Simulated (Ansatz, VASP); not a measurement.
This is a calculation of Nb for VASP 6.6.1.

The input INCAR:

```
SYSTEM = Nb
ALGO     = Fast           ! electronic algorithm
EDIFF    = 1E-6           ! SCF threshold, eV
ENCUT    = 520            ! plane-wave cutoff, eV
GGA      = PS             ! functional
ISIF     = 2              ! what is computed and relaxed
ISMEAR   = -1             ! smearing method
LASPH    = .True.         ! aspherical terms in the spheres
LCHARG   = .False.        ! write CHGCAR
LREAL    = .False.        ! projectors in reciprocal space
LWAVE    = .False.        ! write WAVECAR
NBANDS   = 12             ! bands
NELM     = 60             ! most SCF steps
PREC     = Accurate       ! precision mode
SIGMA    = 0.05           ! smearing width, eV
```

File KPOINTS:

```
k-points
0
Gamma
  11 11 11
  0 0 0
```

The input POSCAR:

```
Nb
1.0
   -1.6639500000      1.6639500000      1.6639500000
    1.6639500000     -1.6639500000      1.6639500000
    1.6639500000      1.6639500000     -1.6639500000
Nb
1
Direct
    0.0000000000      0.0000000000      0.0000000000
```

Potentials or basis: VASP PAW PBE potentials, release 64 (Nb_sv).

The run is started by

```console
$ cat potpaw_PBE.64/Nb_sv/POTCAR > POTCAR
$ mpirun -np 1 vasp_std > vasp.out
```

Translate it to Ansatz 0.2.0. Potentials there: Ansatz PAW.

As run (the cutoff follows the program's own potentials):

The input input.yaml:

```yaml
crystal:
  lattice:
    - [-1.66395, 1.66395, 1.66395]
    - [1.66395, -1.66395, 1.66395]
    - [1.66395, 1.66395, -1.66395]
  atoms:
    - { symbol: Nb, position: [0.0, 0.0, 0.0] }
hamiltonian:
  xc: pbesol
  pseudopotentials: { kind: paw }
kpoints:
  mp_grid: { grid: [11, 11, 11] }
scf:
  occupations: { method: fermi_dirac, width: 0.05 }
output:
  forces: true
  stress: true
  eigenvalues: true
```

Potentials or basis: Ansatz PAW.

The run is started by

```sh
$ ansatz run input.yaml --threads 1 --pin off --max-ram 3584MiB --backend cpu --events-out ev --progress --plain --runs-dir out
```

Both were run:

|  | VASP | Ansatz | Ansatz less VASP |
| --- | --- | --- | --- |
| gap on the k mesh at the Fermi level (eV) | none | none | - |
| pressure (GPa) | -8.4 | -7.8 | +0.60 |

A gap of «none» marks a metal or a gap that the smearing closes.

Caveats: the PAW data sets were made with another functional, which shifts forces and pressure a little (VASP); the PAW data sets come from PBE, with cores solved anew for the run's functional, which leaves a small shift of forces and pressure (Ansatz).
